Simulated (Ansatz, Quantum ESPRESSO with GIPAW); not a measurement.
# 39K assignment in K3ScF6

The values are calculated: DFT, PBEsol, plane-wave PAW (pslibrary 1.0.0 recipes), scalar-relativistic, GIPAW shieldings (Quantum ESPRESSO with GIPAW, a patched development version). Shieldings are without the macroscopic shape term, which is common to all sites.

```
Sc K F
1.0
     0.00000    4.47663    4.47663
     4.47663    0.00000    4.47663
     4.47663    4.47663    0.00000
Sc K F
1 3 6
Direct
  0.00000 0.00000 0.00000
  0.50000 0.50000 0.50000
  0.25000 0.25000 0.25000
  0.75000 0.75000 0.75000
  0.77612 0.77612 0.22388
  0.77612 0.22388 0.77612
  0.22388 0.77612 0.22388
  0.22388 0.77612 0.77612
  0.22388 0.22388 0.77612
  0.77612 0.22388 0.22388
```

The cell is a computed entry of the Materials Project; it need not be the form that is stable at ambient conditions. The coordinates shown are those after relaxation (atoms relaxed).

The K sites:

```csv
site,atom no.,atoms in cell,site symmetry,surroundings,bonds (Å)
K(1),2,1,m-3m,KF6,2.472
K(2),3,2,-43m,KF12,3.174
```

The lines to be assigned:

```csv
line,σ_iso (ppm),relative area,span (ppm),skew
A,1256.6,2,0.0,-
B,1150.5,1,0.0,-
```

Simulated spectrum: 39K fast MAS, 23.5 T (46.7 MHz), lines broadened by 3 ppm; the axis counts ppm from the isotropic position of the most shielded site, as −Δσ; rigid lattice, with dipolar and J couplings and satellite transitions left out.

offset (ppm), intensity and a bar:
```
    122.3       0.00 
    118.0       0.00 
    113.7       0.00 
    109.4       0.03 #
    106.1       0.50 ###############
    105.5       0.44 #############
    101.2       0.01 
     96.9       0.00 
     92.9       0.00 
     88.6       0.00 
     84.3       0.00 
     80.3       0.00 
     76.0       0.00 
     71.7       0.00 
     67.4       0.00 
     63.5       0.00 
     59.2       0.00 
     54.9       0.00 
     50.9       0.00 
     46.6       0.00 
     42.3       0.00 
     38.3       0.00 
     34.0       0.00 
     29.7       0.00 
     25.4       0.00 
     21.5       0.00 
     17.2       0.00 
     12.9       0.00 
      8.9       0.01 
      4.6       0.02 #
      0.3       0.97 #############################
      0.0       1.00 ##############################
     -3.7       0.04 #
     -8.0       0.01 
    -12.3       0.00 
    -16.2       0.00
```

Most prominent maxima (ppm: height): 106.1: 0.50, 0.0: 1.00.

Q: Assign the lines to the sites.

By the calculation: A is K(2) (KF12); B is K(1) (KF6). The areas settle A and B, whose multiplicities are unique.

[Banner, clock, file and message-heading lines were taken out of the pw.x and gipaw.x logs.]

[Logs are printed without paths, hosts, clocks, repeated set-up lines and the standing remarks that a program may print on its own settings, such as how far it seeks lower states.]

[Hosts, paths, dates, database ids (printed as entryN), source tags and the programs' standing remarks are cut or masked in the printed files.]
